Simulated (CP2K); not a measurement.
## Ti under changes of volume

One of the cells (17.636 Å³/atom); the others are scaled copies at fixed shape and fractional positions:

```
Ti
1.0
     2.95000    0.00000    0.00000
    -1.47500    2.55477    0.00000
     0.00000    0.00000    4.68000
Ti
2
Cartesian
  1.4750 0.8516 3.5100
  0.0000 1.7032 1.1700
```

```yaml
Program: CP2K 2026.2
Functional: PBEsol
Potentials_or_basis: POTENTIAL_UZH Ti GTH-PBE-q12; TZVP-MOLOPT-PBE-GTH basis
Density_cutoff: 6123 eV
k_mesh: 10 × 10 × 6
Occupations: fermi-dirac, width 0.05 eV
Spin: no spin polarisation
```

| volume (Å³/atom) | energy over the lowest point (meV/atom) | pressure (GPa) |
| --- | --- | --- |
| 16.577 | 0.12 | 1.4 |
| 16.930 | 0.00 | -1.1 |
| 17.283 | 5.10 | -3.4 |
| 17.636 | ? | ? |
| 17.988 | 29.15 | -7.4 |
| 18.341 | 47.31 | -9.1 |
| 18.694 | 69.09 | -10.6 |

Task: What does the run at 17.636 Å³/atom give?

Result: Energy over the lowest point 14.97 meV/atom; pressure -5.5 GPa.

Worked out: A Birch-Murnaghan fit of order 3 (a polynomial in V^(-2/3)) to the other rows has its minimum at 16.76 Å³/atom with B0 = V·E''(V) = 118 GPa and B' = 3.4 at fixed shape and positions, which overstates the stiffness. It gives 14.98 meV/atom at 17.636 Å³/atom, against the run's 14.97, and -dE/dV = -5.5 GPa, against -5.5.

Energies are extrapolated to zero smearing.

Caveats: the potentials were made for another functional, which shifts forces and pressure; the basis of atomic orbitals isn't converged, which shifts pressures, moduli and gaps.
